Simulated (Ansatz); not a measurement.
# CdTe: response to strain

CdTe is deformed so: zz strain of +2 %. What stress and forces result, by LAPW, PAW and all-electron datasets made for the crystal?

Method: DFT PBEsol, scalar-relativistic, in Ansatz 0.2.0.

## (1) The starting structure

It takes space group Cmcm (No. 63, orthorhombic). The conventional cell has a = 6.131 Å, b = 6.189 Å, c = 6.091 Å, α = 90.00°, β = 90.00°, γ = 90.00°. Around Cd (site symmetry m2m) lie 6 Te at 3.03 to 3.16 Å. Around Te (site symmetry m2m) lie 6 Cd at 3.03 to 3.16 Å.

Coordinates:

```
Cd Te
1.0
     3.06529   -3.09461    0.00000
     3.06529    3.09461    0.00000
     0.00000    0.00000    6.09065
Cd Te
2 2
Direct
  0.27703 0.72297 0.75000
  0.72297 0.27703 0.25000
  0.76614 0.23386 0.75000
  0.23386 0.76614 0.25000
```

Atoms are numbered in the order of the input: Cd1, Cd2, Te3, Te4.

## (2) The deformed structure

Space group Cmcm before, Cmcm after.

## (3) Full-potential LAPW

input.yaml

```yaml
crystal:
  lattice:
    - [3.065291, -3.094609, 0.0]
    - [3.065291, 3.094609, 0.0]
    - [0.0, 0.0, 6.21246504]
  atoms:
    - { symbol: Cd, position: [0.27703, 0.72297, 0.75] }
    - { symbol: Cd, position: [0.72297, 0.27703, 0.25] }
    - { symbol: Te, position: [0.766137, 0.233863, 0.75] }
    - { symbol: Te, position: [0.233863, 0.766137, 0.25] }
kpoints:
  mp_grid: { grid: [9, 9, 6] }
  band_path:
    path:
      - [0.0, 0.0, 0.0]
      - [-0.5, 0.5, 0.0]
      - [-0.4952854913, 0.5047145087, 0.0]
      - [0.4952854913, 0.4952854913, 0.0]
      - [0.0, 0.0, 0.0]
      - [0.0, 0.0, 0.5]
      - [0.4952854913, 0.4952854913, 0.5]
      - [-0.4952854913, 0.5047145087, 0.5]
      - [-0.5, 0.5, 0.5]
    npoints: 5
scf:
  occupations: { method: fermi_dirac, width: 0.05 }
hamiltonian:
  xc: pbesol
  pseudopotentials: { kind: all_electron, lapw: { basis_error: 0.001 } }
output:
  forces: true
  stress: true
  eigenvalues: true
```

Run with:

```
$ ansatz run input.yaml --threads 1 --pin off --max-ram 6144MiB --backend cpu --events-out ev --progress --plain --runs-dir out
```

## (4) Frozen-core PAW

input.yaml

```yaml
crystal:
  lattice:
    - [3.065291, -3.094609, 0.0]
    - [3.065291, 3.094609, 0.0]
    - [0.0, 0.0, 6.21246504]
  atoms:
    - { symbol: Cd, position: [0.27703, 0.72297, 0.75] }
    - { symbol: Cd, position: [0.72297, 0.27703, 0.25] }
    - { symbol: Te, position: [0.766137, 0.233863, 0.75] }
    - { symbol: Te, position: [0.233863, 0.766137, 0.25] }
kpoints:
  mp_grid: { grid: [9, 9, 6] }
scf:
  occupations: { method: fermi_dirac, width: 0.05 }
hamiltonian:
  xc: pbesol
  pseudopotentials: { kind: paw }
output:
  forces: true
  stress: true
  eigenvalues: true
  efg: { contact_densities: true }
```

## (5) Datasets made for this crystal

input.yaml: that of step 4 with these lines changed.

```diff
@@ -16,3 +16,3 @@
   xc: pbesol
-  pseudopotentials: { kind: paw }
+  pseudopotentials: { kind: all_electron, datasets: crystal }
 output:
```

(Steps that only read results are left out.)

Before running it: what results should come out? Wanted: pressure; largest shear or deviatoric stress.

**Answer**, as computed:

```
                                 quantity                                              value
                                 pressure  LAPW -3.95, PAW -3.96, crystal datasets -3.95 GPa
largest shear or deviatoric stress (LAPW)                                           0.24 GPa
```

What this shows: The largest part of the stress beyond the pressure is 0.24 GPa in size, in the zz component; the atoms are carried along and not relaxed. No run of the undeformed cell stands beside it, so the pressure holds what the given cell had before the change. PAW: stress within 0.01 GPa of LAPW, forces within 1 meV/Å. Crystal datasets: stress within 0.01 GPa of LAPW, forces within 1 meV/Å. Spin-orbit coupling is left out, though the cell holds Te; in elements this heavy it can shift bands and gaps by tenths of an eV.
